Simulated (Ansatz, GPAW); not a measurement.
**CdTe: programs and potentials compared**

```xyz
2
Lattice="0.0000 3.2050 3.2050 3.2050 0.0000 3.2050 3.2050 3.2050 0.0000" Properties=species:S:1:pos:R:3 pbc="T T T"
Te    4.8075    4.8075    4.8075
Cd    0.0000    0.0000    0.0000
```

Alike in all runs: task single point; functional PBE; k mesh 7 × 7 × 7; occupations gaussian, width 0.023 eV; no spin polarisation; no spin-orbit coupling. Pressure is positive in compression and, in plane waves, holds the error of the finite cutoff, which Ansatz's Pulay term estimates and takes out.

```csv
program and potentials,plane-wave cutoff (eV),notes,pressure (GPa)
"Ansatz, Ansatz PAW",420,18 valence electrons an atom on average; Pulay term of +0.04 GPa included,4.24
"Ansatz, all-electron LAPW, scalar-relativistic",-,-,?
"GPAW, GPAW PAW data sets (gpaw-data 1.2.1)",600,9 valence electrons an atom on average,3.81
```

Estimate from the other rows what the run with Ansatz, all-electron LAPW, scalar-relativistic gave.

Pressure 4.26 GPa. The other rows, which needn't bracket it: pressure 3.81 to 4.24.
